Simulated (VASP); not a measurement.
Set up this calculation in VASP 6.6.1, as the native input.

| Quantity | Value |
| --- | --- |
| Task | single point |
| Functional | PBE |
| Potentials or basis | VASP PAW PBE potentials, release 64 (Ca_sv) |
| Cutoff | 520 eV |
| k mesh | 8 × 8 × 1 |
| Occupations | fermi-dirac, width 0.05 eV |
| Spin | no spin polarisation |
| Dipole correction | yes |
| Further INCAR settings | ALGO = Fast; EDIFF = 1e-06; NBANDS = 28 |

The structure of Ca lies in POSCAR:

```
Ca
1.0
    3.8460739625      0.0000000000      0.0000000000
   -1.5604914631      3.5152740033      0.0000000000
    0.0000000000      0.0000000000     24.5634691924
Ca
4
Direct
    0.1372894880      0.8627105120      0.3053314636
    0.5621491467      0.4378508533      0.4351104879
    0.9870088054      0.0129911946      0.5648895121
    0.4118684641      0.5881315359      0.6946685364
```

The slab is cut from a database's or a generator's crystal, which needn't be the stable form of the element.

The cell isn't the ideal one: the (0 1 1) slab of Ca, cut from the database cell, not relaxed.

The input as run:

INCAR

```
ALGO = Fast ; DIPOL = 0.5 0.5 0.500
EDIFF = 1E-6 ; ENCUT = 520
GGA = PE ; IDIPOL = 3
ISIF = 2 ; ISMEAR = -1
LASPH = True ; LCHARG = False
LDIPOL = True ; LREAL = False
LWAVE = False ; NBANDS = 28
NELM = 100 ; PREC = Accurate
SIGMA = 0.05
```

KPOINTS

```
k-points
0
Gamma
  8 8 1
```

Potentials or basis: VASP PAW PBE potentials, release 64 (Ca_sv).

Run with:

```sh
$ cat potpaw_PBE.64/Ca_sv/POTCAR > POTCAR
$ mpirun -np 1 vasp_std > vasp.out
```

Results of the run:

```yaml
Largest_force: 0.102 eV/Å
Band_gap_on_the_k_mesh: none (metal or under the smearing width)
```

Run time: 3.9 min on 1 thread of Intel(R) Xeon(R) 6975P-C (Granite Rapids), on a shared host, peak memory 0.48 GiB.
